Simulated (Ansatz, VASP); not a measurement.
One calculation of ZnS (Wurtzite-2H), two programs

The input INCAR:

```
PREC = Accurate
ENCUT = 520
EDIFF = 1E-6
ISMEAR = 0
SIGMA = 0.018000000000000002
LREAL = False
LASPH = True
NELM = 100
ALGO = Fast
ISIF = 2
LWAVE = False
LCHARG = False
GGA = PE
NBANDS = 26
```

Contents of KPOINTS:

```
regular mesh
0
Gamma
  8 8 5
```

Contents of POSCAR:

```
ZnS
1.0
    3.8110000000      0.0000000000      0.0000000000
   -1.9055000000      3.3004228138      0.0000000000
    0.0000000000      0.0000000000      6.2340000000
Zn S
2 2
Direct
    0.6666666667      0.3333333333      0.5000000000
    0.3333333333      0.6666666667      0.0000000000
    0.6666666667      0.3333333333      0.8850000000
    0.3333333333      0.6666666667      0.3850000000
```

input.yaml

```yaml
crystal:
  lattice:
    - [3.811, 0.0, 0.0]
    - [-1.9055, 3.3004228138, 0.0]
    - [0.0, 0.0, 6.234]
  atoms:
    - { symbol: Zn, position: [0.6666666667, 0.3333333333, 0.5] }
    - { symbol: Zn, position: [0.3333333333, 0.6666666667, 0.0] }
    - { symbol: S, position: [0.6666666667, 0.3333333333, 0.885] }
    - { symbol: S, position: [0.3333333333, 0.6666666667, 0.385] }
hamiltonian:
  xc: pbe
  pseudopotentials: { kind: paw }
kpoints:
  mp_grid: { grid: [8, 8, 5] }
scf:
  occupations: { method: gaussian, width: 0.018 }
output:
  forces: true
  stress: true
  eigenvalues: true
```

Alike in both runs: task single point; functional PBE; k mesh 8 × 8 × 5; occupations gaussian, width 0.018 eV; no spin polarisation.

```csv
,VASP,Ansatz
version,VASP 6.6.1,Ansatz 0.2.0
potentials or method,"VASP PAW PBE potentials, release 64 (Zn, S)",Ansatz PAW
plane-wave cutoff (eV),520,420
valence electrons in the cell,36,36
```

Ansatz gave:

```
gap on the k mesh at the Fermi level (eV)       : 2.25
least direct gap on the mesh (eV)               : 2.25
pressure (GPa)                                  : 2.3
largest component of the traceless stress (GPa) : 1.35
rms of the force components (eV/Å)              : 0.184
```

Problem. Estimate VASP's values.

Solution. gap on the k mesh at the Fermi level (eV): 2.25; least direct gap on the mesh (eV): 2.25; pressure (GPa): 2.5; largest component of the traceless stress (GPa): 1.37; rms of the force components (eV/Å): 0.186.

Atom by atom the forces differ by 0.002 eV/Å (rms over components).

Caveats: odd divisions of the mesh miss points on the zone boundary, where band edges often lie, so the gap on the mesh can be too wide (Ansatz).
